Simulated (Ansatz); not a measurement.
# Rh in Ru(0001), 2x2: scattering by a point defect, part 3 of 3

Aim: the resistance that Rh in Ru(0001), 2x2 adds to the host.

Ansatz 0.2.0; Ansatz plane-wave DFT, PBE, PAW files; ballistic transport by layer matching (Landauer), zero bias; PAW set soft_1 (the session's first sound run).

So far, resistivity per at.% scaled from this dense plane, with the factor 3/4 for isotropic scattering (µΩ cm): step 3 (resistance at ideal sites) 0.726.

### 5. Transmission after relaxation, relaxed yes

The transmission is solved again on the relaxed atoms.

This step: Ansatz plane-wave DFT, PBE, PAW files; ballistic transport by layer matching (Landauer), zero bias; PAW set soft_1 (Ansatz 0.2.0).

The input, input.yaml:

```yaml
crystal:
  lattice:
    - [5.4116, 0.0, 0.0]
    - [-2.7058, 4.6865830751, 0.0]
    - [0.0, 0.0, 34.2552]
  atoms:
    - { symbol: Ru, position: [0.1666666667, 0.3333333333, 0.03125] }
    - { symbol: Ru, position: [0.1666666667, 0.8333333333, 0.03125] }
    - { symbol: Ru, position: [0.6666666667, 0.3333333333, 0.03125] }
    - { symbol: Ru, position: [0.6666666667, 0.8333333333, 0.03125] }
    - { symbol: Ru, position: [0.3333333333, 0.1666666667, 0.09375] }
    - { symbol: Ru, position: [0.3333333333, 0.6666666667, 0.09375] }
    - { symbol: Ru, position: [0.8333333333, 0.1666666667, 0.09375] }
    - { symbol: Ru, position: [0.8333333333, 0.6666666667, 0.09375] }
    - { symbol: Ru, position: [0.1666666667, 0.3333333333, 0.15625] }
    - { symbol: Ru, position: [0.1666666667, 0.8333333333, 0.15625] }
    - { symbol: Ru, position: [0.6666666667, 0.3333333333, 0.15625] }
    - { symbol: Ru, position: [0.6666666667, 0.8333333333, 0.15625] }
    - { symbol: Ru, position: [0.3333333333, 0.1666666667, 0.21875] }
    - { symbol: Ru, position: [0.3333333333, 0.6666666667, 0.21875] }
    - { symbol: Ru, position: [0.8333333333, 0.1666666667, 0.21875] }
    - { symbol: Ru, position: [0.8333333333, 0.6666666667, 0.21875] }
    - { symbol: Ru, position: [0.1666666667, 0.3333333333, 0.28125] }
    - { symbol: Ru, position: [0.1666666667, 0.8333333333, 0.28125] }
    - { symbol: Ru, position: [0.6666666667, 0.3333333333, 0.28125] }
    - { symbol: Ru, position: [0.6666666667, 0.8333333333, 0.28125] }
    - { symbol: Ru, position: [0.3333687244, 0.1666312756, 0.3437038077] }
    - { symbol: Ru, position: [0.3333687244, 0.6667374489, 0.3437038077] }
    - { symbol: Ru, position: [0.8332625511, 0.1666312756, 0.3437038077] }
    - { symbol: Ru, position: [0.8333333333, 0.6666666667, 0.3438409702] }
    - { symbol: Ru, position: [0.1666666667, 0.3333333333, 0.4061359735] }
    - { symbol: Ru, position: [0.1670230545, 0.8335115273, 0.4062744821] }
    - { symbol: Ru, position: [0.6664884727, 0.3329769455, 0.4062744821] }
    - { symbol: Ru, position: [0.6664884727, 0.8335115273, 0.4062744821] }
    - { symbol: Ru, position: [0.3334657086, 0.1665342914, 0.4683221767] }
    - { symbol: Ru, position: [0.3334657086, 0.6669314172, 0.4683221767] }
    - { symbol: Ru, position: [0.8330685828, 0.1665342914, 0.4683221767] }
    - { symbol: Ru, position: [0.8333333333, 0.6666666667, 0.4688283597] }
    - { symbol: Rh, position: [0.1666666667, 0.3333333333, 0.531249822] }
    - { symbol: Ru, position: [0.1677124239, 0.833856212, 0.5312455969] }
    - { symbol: Ru, position: [0.666143788, 0.3322875761, 0.5312455969] }
    - { symbol: Ru, position: [0.666143788, 0.833856212, 0.5312455969] }
    - { symbol: Ru, position: [0.3334745042, 0.1665254958, 0.5941722831] }
    - { symbol: Ru, position: [0.3334745042, 0.6669490084, 0.5941722831] }
    - { symbol: Ru, position: [0.8330509916, 0.1665254958, 0.5941722831] }
    - { symbol: Ru, position: [0.8333333333, 0.6666666667, 0.5936678105] }
    - { symbol: Ru, position: [0.1666666667, 0.3333333333, 0.6563449758] }
    - { symbol: Ru, position: [0.166935464, 0.833467732, 0.6562256948] }
    - { symbol: Ru, position: [0.666532268, 0.333064536, 0.6562256948] }
    - { symbol: Ru, position: [0.666532268, 0.833467732, 0.6562256948] }
    - { symbol: Ru, position: [0.3333333333, 0.1666666667, 0.71875] }
    - { symbol: Ru, position: [0.3333333333, 0.6666666667, 0.71875] }
    - { symbol: Ru, position: [0.8333333333, 0.1666666667, 0.71875] }
    - { symbol: Ru, position: [0.8333333333, 0.6666666667, 0.71875] }
    - { symbol: Ru, position: [0.1666666667, 0.3333333333, 0.78125] }
    - { symbol: Ru, position: [0.1666666667, 0.8333333333, 0.78125] }
    - { symbol: Ru, position: [0.6666666667, 0.3333333333, 0.78125] }
    - { symbol: Ru, position: [0.6666666667, 0.8333333333, 0.78125] }
    - { symbol: Ru, position: [0.3333333333, 0.1666666667, 0.84375] }
    - { symbol: Ru, position: [0.3333333333, 0.6666666667, 0.84375] }
    - { symbol: Ru, position: [0.8333333333, 0.1666666667, 0.84375] }
    - { symbol: Ru, position: [0.8333333333, 0.6666666667, 0.84375] }
    - { symbol: Ru, position: [0.1666666667, 0.3333333333, 0.90625] }
    - { symbol: Ru, position: [0.1666666667, 0.8333333333, 0.90625] }
    - { symbol: Ru, position: [0.6666666667, 0.3333333333, 0.90625] }
    - { symbol: Ru, position: [0.6666666667, 0.8333333333, 0.90625] }
    - { symbol: Ru, position: [0.3333333333, 0.1666666667, 0.96875] }
    - { symbol: Ru, position: [0.3333333333, 0.6666666667, 0.96875] }
    - { symbol: Ru, position: [0.8333333333, 0.1666666667, 0.96875] }
    - { symbol: Ru, position: [0.8333333333, 0.6666666667, 0.96875] }
kpoints:
  mp_grid: { grid: [5, 5, 1] }
hamiltonian:
  xc: pbe
  pseudopotentials: { kind: paw, azcp: { folder: soft_1 } }
scf:
  occupations: { method: fermi_dirac, width: 0.1 }
output:
  transmission:
    leads: [[0, 8]]
    kmesh: [10, 10]
    e_range: [-0.05, 0.05]
    de: 0.05
  write_potential: true
  write_density: true
  volumetric_format: npy
```

The run is started by

```
> ansatz run input.yaml --threads 4 --pin off --max-ram 15360MiB --backend cpu --events-out ev --progress --plain --runs-dir out
```

Numbers of over 12 decimals in the logs are rounded to 6 here.

What it wrote:

```text
[...]
Crystal: 64 atoms, lattice volume = 868.777 Å³
Basis set: ecut = 420 eV, 16909 PW (Γ)
Bands: 615, of which v1, the nominal top of the filled ones, is band 513 counted from 1 (512 counted from 0)
Symmetry: 6 space group operations
[...]
k-points: 5 of 25 (time reversal used)
[...]
SCF iter   1: F=—  HF=-376811.926725 eV  |F-HF|=—  |Δ(HF+E_count)|=         —  Δρ=1.32e-1  dr2=2.66e3  ethr=3.10e-3  ⟨swp⟩=5.0  Hψ=9892  notcnv=0
[...]
SCF iter  11: F=-376763.444640 eV  HF=-376763.444640 eV  |F-HF|=5.06e-9  |Δ(HF+E_count)|=   1.11e-9  Δρ=2.34e-7  dr2=5.19e-9  ethr=9.76e-12  ⟨swp⟩=1.0  Hψ=6123  notcnv=0
SCF 1 converged in 11 iterations: F = -376763.444640 eV  dr2 = 5.19e-9
[...]
transmission: 89 of 882 steps passed
transmission: 179 of 882 steps passed
[...]
transmission: 882 of 882 steps passed
SCF converged after 11 iterations
Free energy (F): -376763.444640 eV
[...]
Internal energy: -376761.338470 eV  (E = F + TS)
E sigma→0 (E₀):  -376762.391555 eV
Entropy (-TS):   -2.106170 eV (-32.909 meV/atom)
Fermi energy:    23.358762 eV
[...]
--- Band table (eV; the first three rows and the last of 5) ---
  k-point 0: bands = [... 509 lower, 24.0949, 24.1008, 24.1008, 24.1014, 24.1182, 24.2457, 24.2457, 24.2659, ... 98 higher]
  k-point 1: bands = [... 509 lower, 23.7744, 23.8099, 23.8471, 23.8604, 23.8680, 23.8799, 23.8847, 23.9006, ... 98 higher]
  k-point 2: bands = [... 509 lower, 23.0726, 23.1247, 23.1442, 23.1896, 23.1970, 23.3235, 23.3583, 23.3785, ... 98 higher]
  k-point 4: bands = [... 509 lower, 22.9716, 23.0040, 23.0047, 23.0056, 23.2793, 23.3224, 23.3315, 23.3337, ... 98 higher]
--- Transmission ---
  basis      : 223 plane waves across, 63 finite elements along
  points     : 14, standing for a mesh of 10 x 10
[...]
channels       : 5.280000e0 a spin
[...]
junction   : crystal 0 to crystal 0, 1.45 to 31.42 Å
    transmission   : 4.831765e0 a spin
[...]
```

Elapsed: 6.2 min, on 4 threads of Arm Neoverse V1, shared host; peak memory 8.1 GiB.

This step gave:

| Quantity | Value |
| --- | --- |
| free energy | -376763.4446 eV |
| energy at zero smearing | -376762.3916 eV |
| transmission per spin nearest the Fermi level | 4.832 |
| open channels per spin nearest the Fermi level | 5.28 |
| step of the lead's potential | 0.5 meV |

Per spin. The transmission, zone mean by energy, zero at the Fermi level:

| energy (eV) | transmission, zone mean |
| --- | --- |
| -0.0500 | 4.84 |
| 0.0000 | 4.83 |
| 0.0500 | 5.37 |

Transmission over k1 and k2. At 0.0000 eV from the Fermi level.

Ten even steps from '0' (1.9) to '9' (11.7):
```
1322231000
1232232100
1224642210
1226996221
3334999433
1122699622
1012246422
1001232232
1000132223
3111131111
```
Columns: k1 (b1) from -0.5 to 0.4; rows upwards: k2 (b2) from -0.5 to 0.4.

Over the solved energies the transmission per spin lies between 4.83 and 5.37, out of 5.5 channels of the lead on average (up to 6.06).

### 6. Resistance after relaxation

This step: Ansatz plane-wave DFT, PBE, PAW files; ballistic transport by layer matching (Landauer), zero bias; area resistance of the defect plane and resistivity an atomic per cent; PAW set soft_1 (Ansatz 0.2.0).

Numbers from this step:

```yaml
area_resistance: 0.05747 fΩ m²
t_over_the_leads_mean_channel_count: 0.9119
resistivity_per_at_scaled_from_this_dense_plane_with_the_factor_3_over_4_for_isotropic_scattering: 0.8053 µΩ cm
```

Averaged over the energies near the Fermi level, 91.2 % of the channels pass, which makes 0.0575 fΩ m², against 0.0518 on ideal sites.

### 7. Summary of results

```yaml
share_of_channels_that_pass_rigid: 0.914
area_resistance_rigid: 0.0518 fΩ m²
resistivity_per_at_from_the_area_resistance_times_3_over_4_rigid: 0.726 µΩ cm
share_of_channels_that_pass_relaxed: 0.912
area_resistance_relaxed: 0.0575 fΩ m²
resistivity_per_at_from_the_area_resistance_times_3_over_4_relaxed: 0.805 µΩ cm
```

In words: The plane of defects adds 0.057 fΩ m². Scaled to one atomic per cent that is 1.1 µΩ cm as it stands and 0.81 with the factor 3/4 for isotropic scattering on a spherical Fermi surface. These are rough estimates of the dilute value, not bounds. One Rh in each 2x2 cell reflects 8.8 % of the lead's channels. The relaxed cell differs by 11 % in resistance; between the two runs the lead's own channel count goes from 5.92 to 5.5, so sampling may have a part in it. The defects form a dense periodic sheet that scatters coherently, unlike a dilute random alloy. T and N are means over the solved energies nearest the Fermi level.

[Logs are printed without paths, hosts, clocks, repeated set-up lines and the standing remarks that a program may print on its own settings, such as how far it seeks lower states.]

[Hosts, paths, dates, database ids (printed as entryN), source tags and the programs' standing remarks are cut or masked in the printed files.]
